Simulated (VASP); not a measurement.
KTaO3: relaxation of cell and atoms with PBEsol

KTaO3:

```
K Ta O
1.0
     3.98830    0.00000    0.00000
     0.00000    3.98830    0.00000
     0.00000    0.00000    3.98830
K Ta O
1 1 3
Direct
  0.50000 0.50000 0.50000
  0.00000 0.00000 0.00000
  0.50000 0.00000 0.00000
  0.00000 0.50000 0.00000
  0.00000 0.00000 0.50000
```

```yaml
Program: VASP 6.6.1
Task: relaxation of cell and atoms
Functional: PBEsol
Potentials_or_basis: VASP PAW PBE potentials, release 64 (K_sv, Ta_pv, O)
Cutoff: 600 eV
k_mesh: 8 × 8 × 8
Occupations: gaussian, width 0.02 eV
Spin: no spin polarisation
Dipole_correction: no
Further_INCAR_settings: ALGO = Normal; EDIFF = 1e-07; IBRION = 2; EDIFFG = -0.005; NSW = 100; ISIF = 3
```

The relaxed volume is 12.70 Å³/atom and the relaxed cell is a = 3.989 Å, b = 3.989 Å, c = 3.989 Å, α = 90.00°, β = 90.00°, γ = 90.00°. The space group after relaxing (to 0.05 Å) is Pm-3m (No. 221). The energy gained by relaxing is 0.0 meV/atom and the ionic steps are 3. The pressure after relaxing is 0.0 GPa and the band gap on the k mesh is 2.09 eV, indirect (least direct gap 2.71 eV).

Final structure:
```xyz
5
Lattice="3.9891 0.0000 0.0000 0.0000 3.9891 0.0000 0.0000 0.0000 3.9891" Properties=species:S:1:pos:R:3 pbc="T T T"
K     1.9946    1.9946    1.9946
Ta    0.0000    0.0000    0.0000
O     1.9946    0.0000    0.0000
O     0.0000    1.9946    0.0000
O     0.0000    0.0000    1.9946
```

Levels at points of the mesh, in eV from the valence-band top:
```
           k point  band 17  band 18  band 19  band 20  band 21  band 22
(0.00, 0.00, 0.00)    -0.62    -0.62    -0.62     2.09     2.09     2.09
(0.50, 0.00, 0.00)    -1.55    -0.85    -0.85     2.25     4.98     4.98
(0.50, 0.50, 0.00)    -1.45    -1.45    -0.04     5.02     5.02     6.31
(0.50, 0.50, 0.50)     0.00     0.00     0.00     6.45     6.45     6.45
```

Wall time 54 s on 1 thread of Intel(R) Xeon(R) Platinum 8488C (Sapphire Rapids), with other jobs on the host, peak memory 0.23 GiB.

Caveat: the PAW data sets were made with another functional, which shifts forces and pressure a little; spin-orbit coupling is left out, which moves the levels of the heavy elements. As with any semilocal functional, this PBEsol gap is likely too small.
